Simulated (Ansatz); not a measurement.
# Phonons of NaH (Fm-3m)

```xyz
2
Lattice="0.0000 2.3957 2.3957 2.3957 0.0000 2.3957 2.3957 2.3957 0.0000" Properties=species:S:1:pos:R:3 pbc="T T T"
Na    0.0000    0.0000    0.0000
H     2.3957    2.3957    2.3957
```

Computed, not measured; unless marked otherwise by PBEsol, all-electron LAPW in Ansatz 0.2.0, scalar-relativistic. k mesh 8×8×8, fixed occupations, basis error target 0.5 meV/atom. The cell was relaxed by PAW under this functional, which moved its volume by -5 % from the database entry's.

Atoms are displaced by 0.01 Å in the smallest supercells that hold the wave vectors of a 2×2×2 mesh. Negative values stand for unstable modes. The zone centre has no LO-TO term.

Question: What are the phonon energies at the solved wave vectors, in THz?

Answer: 

```
                q  point                         modes (THz)
0.000 0.000 0.000  Gamma                          15.57 (×3)
0.500 0.000 0.000      L  3.73 (×2), 7.18, 17.56 (×2), 26.25
0.500 0.500 0.000      X  4.19 (×2), 6.15, 20.36 (×2), 25.08
```

Question: Is the structure dynamically stable at these wave vectors?

Answer: Yes, no mode is unstable there; wave vectors off this mesh aren't tested.

Question: How do the optical zone-centre modes decompose, and which are active?

Answer: Point group m-3m: Γ_opt = T1u.

| label | THz | activity | mostly |
| --- | --- | --- | --- |
| T1u | 15.57 | IR | H (96 %) |

Question: How well do frozen-core PAW files reproduce these all-electron values?

Answer: With a cutoff of 420 eV and displacements of 0.0025 Å, the r.m.s. difference over the modes is 0.2 cm⁻¹; the largest difference is 837.2 (PAW) against 836.5 cm⁻¹ (LAPW).

Question: The cell is scaled evenly to 27.086 and 27.911 Å³ (from 27.499), with free atoms relaxed and the shape held. What are the mode Grüneisen parameters γ = −d ln ω/d ln V?

Answer: For the highest mode, 886.1 cm⁻¹ in the small cell and 865.3 in the large one give γ ≈ 0.79. From the change of the dynamical matrix on each mode:

```csv
point,cm⁻¹,γ
Gamma,519.5,1.90
L,124.5,1.56
L,239.3,0.84
L,585.8,1.53
L,875.6,0.79
X,139.7,0.82
X,205.0,1.40
X,679.0,1.24
X,836.5,0.85
```

Weighted by the modes' heat capacities at 300 K, the mean on this mesh is 1.26; it moves with the q mesh, and a coarse one overweights the zone boundary.

Question: Linear response on PAW files adds the field. What are the dielectric tensor, the Born charges and the LO shift?

Answer: ε∞ = (3.25, 3.25, 3.25) along x, y, z with local fields. Born charges (xx, yy, zz): Na1 (0.96, 0.96, 0.96); H2 (-0.96, -0.96, -0.96). The highest zone-centre mode lies at 519.5 cm⁻¹ without the macroscopic field and at 891.4 cm⁻¹ with it, for q along x. Lyddane-Sachs-Teller then gives ε₀ = ε∞ (ω_LO/ω_TO)² = 9.57. With the ions free to follow the field, the program's ε₀ is (9.57, 9.57, 9.57).

Known limits: the frozen-core PAW files of the compared runs were fitted under PBE, their cores solved anew for this functional; semilocal gaps are low, and ε∞ tends to come out large.
